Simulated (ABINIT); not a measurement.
A run of ABINIT 10.8.3 (patched build) is set up as follows.

run.py

```python
import json, os
import numpy as np
from ase.eos import EquationOfState
from ase.units import GPa
from ase.calculators.mixing import SumCalculator
from dftd4.ase import DFTD4
from ase.calculators.abinit import Abinit, AbinitProfile
from ase import Atoms

atoms = Atoms(['N', 'B'],
              cell=[[0.0, 1.813001, 1.813001], [1.813001, 0.0, 1.813001], [1.813001, 1.813001, 0.0]],
              scaled_positions=[[0.25, 0.25, 0.25], [0.0, 0.0, 0.0]],
              pbc=True)

profile = AbinitProfile(command='abinit', pp_paths=[os.path.abspath('pseudos')])
params = dict(
    pps='pawxml', xc='PBE',
    ecut=707.496,
    pawecutdg=1306.1465,
    kptopt=1,
    ngkpt=[13, 13, 13],
    nshiftk=1,
    shiftk=[0.0, 0.0, 0.0],
    ixc=14,
    nband=8,
    occopt=3,
    tsmear=0.05,
    nstep=100,
    tolvrs=1e-09,
    prtwf=0,
    prtden=0,
)

cell0 = atoms.cell.copy()
volumes, energies = [], []
for i, x in enumerate([0.94, 0.96, 0.98, 1.0, 1.02, 1.04, 1.06]):
    atoms.set_cell(cell0 * x ** (1 / 3), scale_atoms=True)
    atoms.calc = SumCalculator([Abinit(profile=profile, directory=f'v{i}', **params), DFTD4(method='revpbe')])
    volumes.append(atoms.get_volume() / len(atoms))
    dft, disp = atoms.calc.mixer.calcs
    energies.append((dft.get_property('free_energy', atoms) + disp.get_property('energy', atoms)) / len(atoms))
    print(f'{x:5.2f} {volumes[-1]:10.5f} A^3/atom {energies[-1]:14.6f} eV/atom', flush=True)
    json.dump(dict(volumes=volumes, energies=energies), open('results.json', 'w'))
v0, e0, b0 = EquationOfState(volumes, energies, eos='murnaghan').fit()
print(f'V0 {v0:.4f} A^3/atom  E0 {e0:.6f} eV/atom  B0 {b0 / GPa:.2f} GPa')
```

Potentials or basis: JTH PAW PBE v2.0.

Run with:

```bash
$ python run.py
```

Task: Estimate the bulk modulus.

Result: 397 GPa.

Task: Estimate the pressure derivative of the bulk modulus.

Result: 4.0.

Task: Predict the equilibrium volume.

Result: 5.81 Å³/atom.

Energy against volume, from the lowest point:
```tsv
volume (Å³/atom)	energy (meV/atom)
5.602	9.33
5.721	1.39
5.840	0.00
5.959	4.49
6.078	14.31
6.198	28.93
6.317	47.87
```

Caveat: pressures at fixed basis lie under the slope of the energies; the log and the count of SCF iterations are those of the last ABINIT call alone; the PAW data sets were made with another functional, which shifts forces and pressure a little.

**Experimental background.**

From “Effect of nanostructuration on compressibility of cubic BN”, 2012, arxiv:1208.3664, for a bulk crystal of BN at 300 K: bulk modulus 395 ± 2 GPa.

Against the measured bulk modulus of BN, 395 GPa (300 K; quoted in “Effect of nanostructuration on compressibility of cubic BN”, 2012, arxiv:1208.3664), the calculated 397 GPa is off by +0.5 %. The fit is for a static lattice scaled at fixed shape and fixed fractional positions.
